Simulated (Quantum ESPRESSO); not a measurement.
## ZrH2 under changes of volume

One of the cells (9.323 Å³/atom); the others are scaled copies at fixed shape and fractional positions:

```xyz
3
Lattice="0.0000 2.4092 2.4092 2.4092 0.0000 2.4092 2.4092 2.4092 0.0000" Properties=species:S:1:pos:R:3 pbc="T T T"
Zr    0.0000    0.0000    0.0000
H     1.2046    1.2046    1.2046
H     3.6138    3.6138    3.6138
```

The cell is a database's computed one.

| Quantity | Value |
| --- | --- |
| Program | Quantum ESPRESSO 7.5 |
| Functional | LDA |
| Potentials or basis | GBRV 1.5 LDA |
| Cutoff | 612 eV |
| Density cutoff | 4898 eV |
| k mesh | 10 × 10 × 10 |
| Occupations | fermi-dirac, width 0.05 eV |
| Spin | no spin polarisation |

| volume (Å³/atom) | energy over the lowest point (meV/atom) | pressure (GPa) |
| --- | --- | --- |
| 8.763 | 0.00 | 1.5 |
| 8.950 | 0.14 | -1.6 |
| 9.136 | 3.72 | -4.5 |
| 9.323 | 10.43 | -7.0 |
| 9.509 | 19.93 | -9.3 |
| 9.696 | 31.97 | -11.4 |
| 9.882 | ? | ? |

Task: What does the run at 9.882 Å³/atom give?

Result: Energy over the lowest point 46.29 meV/atom; pressure -13.2 GPa.

Worked out: A Birch-Murnaghan fit of order 3 (a polynomial in V^(-2/3)) to the other rows has its minimum at 8.85 Å³/atom with B0 = V·E''(V) = 149 GPa and B' = 4.0. It gives 46.22 meV/atom at 9.882 Å³/atom, against the run's 46.29, and -dE/dV = -13.2 GPa, against -13.2.

Energies are extrapolated to zero smearing.
